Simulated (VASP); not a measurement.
# GaN (F-43m) in VASP: settings compared, part 2 of 2

VASP 6.6.1. Earlier steps stand in the parts before.

### Step 3. Relaxation of cell and atoms, r2SCAN+rVV10

INCAR

```
SYSTEM = GaN
ALGO     = Normal         ! electronic algorithm
BPARAM   = 11.95        
CPARAM   = 0.0093       
EDIFF    = 1E-7           ! SCF threshold, eV
EDIFFG   = -0.005         ! ionic threshold
ENCUT    = 600            ! plane-wave cutoff, eV
IBRION   = 2              ! ionic algorithm
ISIF     = 3              ! what is computed and relaxed
ISMEAR   = 0              ! smearing method
IVDW_NL  = 2            
LASPH    = .True.         ! aspherical terms in the spheres
LCHARG   = .False.        ! write CHGCAR
LMIXTAU  = .True.       
LREAL    = .False.        ! projectors in reciprocal space
LUSE_VDW = .True.       
LWAVE    = .False.        ! write WAVECAR
METAGGA  = R2SCAN         ! meta-GGA
NELM     = 60             ! most SCF steps
NSW      = 90             ! ionic steps
PREC     = Accurate       ! precision mode
SIGMA    = 0.02           ! smearing width, eV
```

KPOINTS

```
k-points
0
Gamma
  10 10 10
  0 0 0
```

POSCAR

```
GaN
1.0
    0.0000000000      2.2535006100      2.2535006100
    2.2535006100      0.0000000000      2.2535006100
    2.2535006100      2.2535006100      0.0000000000
Ga N
1 1
Direct
    0.0000000000      0.0000000000      0.0000000000
    0.2500000000      0.2500000000      0.2500000000
```

Potentials or basis: VASP PAW PBE potentials, release 64 (Ga_d, N).

Command:

```
> cat potpaw_PBE.64/Ga_d/POTCAR potpaw_PBE.64/N/POTCAR > POTCAR
> mpirun -np 1 vasp_std > vasp.out
```

OUTCAR:

```text
SYSTEM = GaN
   BPARAM = 11.95
   EDIFF = 1E-7
   EDIFFG = -0.005
   ENCUT = 600
   IBRION = 2
   ISIF = 3
   ISMEAR = 0
   IVDW_NL = 2
   LASPH = .True.
   LREAL = .False.
   METAGGA = R2SCAN
   NELM = 60
   NSW = 90
   PREC = Accurate

 ion  position               nearest neighbor table
   1  0.000  0.000  0.000-   2 1.95   2 1.95   2 1.95   2 1.95
   2  0.250  0.250  0.250-   1 1.95   1 1.95   1 1.95   1 1.95

  LATTYP: Found a face centered cubic cell.
 ALAT       =     4.5070012200

  Lattice vectors:

 A1 = (   0.0000000000,   2.2535006100,   2.2535006100)
 A2 = (   2.2535006100,   0.0000000000,   2.2535006100)
 A3 = (   2.2535006100,   2.2535006100,   0.0000000000)

Analysis of symmetry for initial positions (statically):
=====================================================================
 Subroutine PRICEL returns:
 Original cell was already a primitive cell.

 Routine SETGRP: Setting up the symmetry group for a
 face centered cubic supercell.

 Subroutine GETGRP returns: Found 24 space group operations
 (whereof 24 operations were pure point group operations)
 out of a pool of 48 trial point group operations.

The static configuration has the point symmetry T_d .

Analysis of symmetry for dynamics (positions and initial velocities):
=====================================================================
 Subroutine PRICEL returns:
 Original cell was already a primitive cell.

 Routine SETGRP: Setting up the symmetry group for a
 face centered cubic supercell.

 Subroutine GETGRP returns: Found 24 space group operations
 (whereof 24 operations were pure point group operations)
 out of a pool of 48 trial point group operations.

The dynamic configuration has the point symmetry T_d .

 Subroutine INISYM returns: Found 24 space group operations
 (whereof 24 operations are pure point group operations),
 and found     1 'primitive' translations

----------------------------------------------------------------------------------------

                                     Primitive cell

  volume of cell :      22.8877

  direct lattice vectors                    reciprocal lattice vectors
     0.000000000  2.253500610  2.253500610    -0.221877020  0.221877020  0.221877020
     2.253500610  0.000000000  2.253500610     0.221877020 -0.221877020  0.221877020
     2.253500610  2.253500610  0.000000000     0.221877020  0.221877020 -0.221877020

  length of vectors
     3.186931125  3.186931125  3.186931125     0.384302272  0.384302272  0.384302272

  position of ions in fractional coordinates (direct lattice)
     0.000000000  0.000000000  0.000000000
     0.250000000  0.250000000  0.250000000

  ion indices of the primitive-cell ions
   primitive index   ion index
                 1           1
                 2           2

----------------------------------------------------------------------------------------

 KPOINTS: k-points

Automatic generation of k-mesh.
 Grid dimensions read from file:
[... 57 lines left out ...]
   ISTART =      0    job   : 0-new  1-cont  2-samecut
   ICHARG =      2    charge: 1-file 2-atom 10-const
   ISPIN  =      1    spin polarized calculation?
   LNONCOLLINEAR =      F non collinear calculations
   LSORBIT =      F    spin-orbit coupling
   LASPH  =      T    aspherical Exc in radial PAW
   ENCUT  =  600.0 eV  44.10 Ry    6.64 a.u.   6.37  6.37  6.37*2*pi/ulx,y,z
   NELM   =     60;   NELMIN=  2; NELMDL= -5     # of ELM steps
   EDIFF  = 0.1E-06   stopping-criterion for ELM
   LREAL  =      F    real-space projection
   EDIFFG = -.5E-02   stopping-criterion for IOM
   NSW    =     90    number of steps for IOM
   IBRION =      2    ionic relax: 0-MD 1-quasi-New 2-CG
   NFREE  =      1    steps in history (QN), initial steepest desc. (CG)
   ISIF   =      3    stress and relaxation
   ISYM   =      2    0-nonsym 1-usesym 2-fastsym
   POTIM  = 0.5000    time-step for ionic-motion
   TEBEG  =    0.0;   TEEND  =   0.0 temperature during run
   PSTRESS=    0.0 pullay stress
   NELECT =      18.0000    total number of electrons
   NUPDOWN=      -1.0000    fix difference up-down
   EMIN   =  10.00;   EMAX   =-10.00  energy-range for DOS
   EFERMI =   0.00;   METHOD = LEGACY
   ISMEAR =     0;   SIGMA  =   0.02  broadening in eV -4-tet -1-fermi 0-gaus
   EFERMI_NEDOS =   21; number of points for ismear=-14 and -15
   IALGO  =     38    algorithm
   IMIX   =      4    mixing-type and parameters
     AMIX     =   0.40;   BMIX     =  1.00
     AMIX_MAG =   1.60;   BMIX_MAG =  1.00
  volume/ion in A,a.u.               =      11.44        77.23
  Fermi-wavevector in a.u.,A,eV,Ry     =   1.511117  2.855596 31.068543  2.283473
  Thomas-Fermi vector in A             =   2.621216
   LORBIT       =      0    0 simple, 1 ext, 2 COOP (PROOUT), +10 PAW based schemes
   METAGGA = R2SCAN    functional components
   LHFCALC =     F    Hartree Fock is set to
   AEXX    =    0.0000 exact exchange contribution
   IVDW_NL    =     2    kernel type
   BPARAM     =11.9500
   IVDW    =     0    specifies the selected vdW correction
   LEPSILON=     F    determine dielectric tensor
   LRPA    =     F    only Hartree local field effects (RPA)
 conjugate gradient relaxation of ions
 non-spin polarized calculation
 Gauss-broadening in eV      SIGMA  =   0.02
  energy-cutoff  :      600.00
  volume of cell :       22.89
 maximum number of plane-waves:       785
 NGX is ok and might be reduce to    28
   NGX = 13   NGY = 13   NGZ = 13

--------------------------------------- Ionic step        1  -------------------------------------------

 number of electron      18.0000005 magnetization

 Free energy of the ion-electron system (eV)
  ---------------------------------------------------
  ext. energy  EPLUGINS =         0.00000000
  ---------------------------------------------------
  free energy    TOTEN  =       -21.40222969 eV

  energy without entropy =      -21.40222969  energy(sigma->0) =      -21.40222969

------------------------ aborting loop because EDIFF is reached ----------------------------------------

  FORCE on cell =-STRESS in cart. coord.  units (eV):
  Direction    XX          YY          ZZ          XY          YZ          ZX
  --------------------------------------------------------------------------------------
  -------------------------------------------------------------------------------------
  Total       -0.1913087     -0.1913087     -0.1913087     -0.0000000     -0.0000000      0.0000000
  in kB      -13.3919045    -13.3919045    -13.3919045     -0.0000000     -0.0000000      0.0000000
  external PRESSURE =     -13.3919045 kB  Pullay stress =       0.0000000 kB
[... 95 lines left out ...]
--------------------------------------- Ionic step        4  -------------------------------------------

 number of electron      18.0000005 magnetization

 Free energy of the ion-electron system (eV)
  ---------------------------------------------------
  ext. energy  EPLUGINS =         0.00000000
  ---------------------------------------------------
  free energy    TOTEN  =       -21.40291979 eV

  energy without entropy =      -21.40291979  energy(sigma->0) =      -21.40291979

 E-fermi :   5.2302     XC(G=0): -12.7266

 val. band max:        5.0762481641   @ k =   0.0000   0.0000   0.0000
 cond. band min:       7.2062213510   @ k =   0.0000   0.0000   0.0000
 fundamental gap:      2.1299731869
 Fermi energy:         5.2302108552

 k-point     1 :       0.0000    0.0000    0.0000
  band No.  band energies     occupation
      1     -11.7221      2.00000
      2      -8.7393      2.00000
      3      -8.7392      2.00000
      4      -8.7392      2.00000
      5      -8.3800      2.00000
      6      -8.3800      2.00000
      7       5.0762      2.00000
      8       5.0762      2.00000
      9       5.0762      2.00000
     10       7.2062      0.00000
     11      16.1081      0.00000
     12      16.1081      0.00000
     13      16.1081      0.00000
[... 354 lines left out ...]
  band No.  band energies     occupation
      1     -10.6418      2.00000
      2      -8.5847      2.00000
      3      -8.4985      2.00000
      4      -8.4956      2.00000
      5      -8.3169      2.00000
      6      -7.5728      2.00000
      7      -0.0705      2.00000
      8       2.5153      2.00000
      9       2.8391      2.00000
     10       9.9621      0.00000
     11      12.8732      0.00000
     12      16.6006      0.00000
     13      18.8475      0.00000

 [... further k-points ...]

------------------------ aborting loop because EDIFF is reached ----------------------------------------

  FORCE on cell =-STRESS in cart. coord.  units (eV):
  Direction    XX          YY          ZZ          XY          YZ          ZX
  --------------------------------------------------------------------------------------
  -------------------------------------------------------------------------------------
  Total       -0.0027962     -0.0027962     -0.0027962      0.0000000      0.0000000      0.0000000
  in kB       -0.1970719     -0.1970719     -0.1970719      0.0000000      0.0000000      0.0000000
  external PRESSURE =      -0.1970719 kB  Pullay stress =       0.0000000 kB
[... 17 lines left out ...]
  FREE ENERGIE OF THE ION-ELECTRON SYSTEM (eV)
  ---------------------------------------------------
  free  energy   TOTEN  =       -21.4029197855 eV

  energy  without entropy=      -21.4029197855  energy(sigma->0) =      -21.40291979

 reached required accuracy - stopping structural energy minimisation
```

Wall time 4.2 min (1 thread of Intel Xeon 6975P-C (Granite Rapids), shared host); peak memory 0.28 GiB.

What came out:

| Quantity | Value |
| --- | --- |
| Free energy | -21.4029 eV |
| Relaxed volume | 11.37 Å³/atom |
| Relaxed cell | a = 3.180 Å, b = 3.180 Å, c = 3.180 Å, α = 60.00°, β = 60.00°, γ = 60.00° |
| Space group after relaxing (to 0.05 Å) | F-43m (No. 216) |
| Energy gained by relaxing | 0.3 meV/atom |
| Ionic steps | 4 |
| Pressure after relaxing | 0.0 GPa |
| Band gap on the k mesh | 2.13 eV, direct |

The path:
```csv
step,energy change (eV),largest force (eV/Å),pressure (GPa),volume (Å³)
1,0.0000,0.0000,-1.34,22.89
2,0.0000,0.0000,1.71,22.57
3,-0.0007,0.0000,0.12,22.72
4,-0.0007,0.0000,-0.02,22.73
```

Final structure:
```cif
data_structure
_symmetry_space_group_name_H-M 'P 1'
_symmetry_Int_Tables_number 1
_cell_length_a 3.1797
_cell_length_b 3.1797
_cell_length_c 3.1797
_cell_angle_alpha 60.000
_cell_angle_beta 60.000
_cell_angle_gamma 60.000
_cell_volume 22.73
loop_
_atom_site_label
_atom_site_type_symbol
_atom_site_fract_x
_atom_site_fract_y
_atom_site_fract_z
_atom_site_occupancy
Ga1 Ga 0.00000 0.00000 0.00000 1
N1 N 0.25000 0.25000 0.25000 1
```

Caveat: the PAW data sets were made with another functional, which shifts forces and pressure a little.
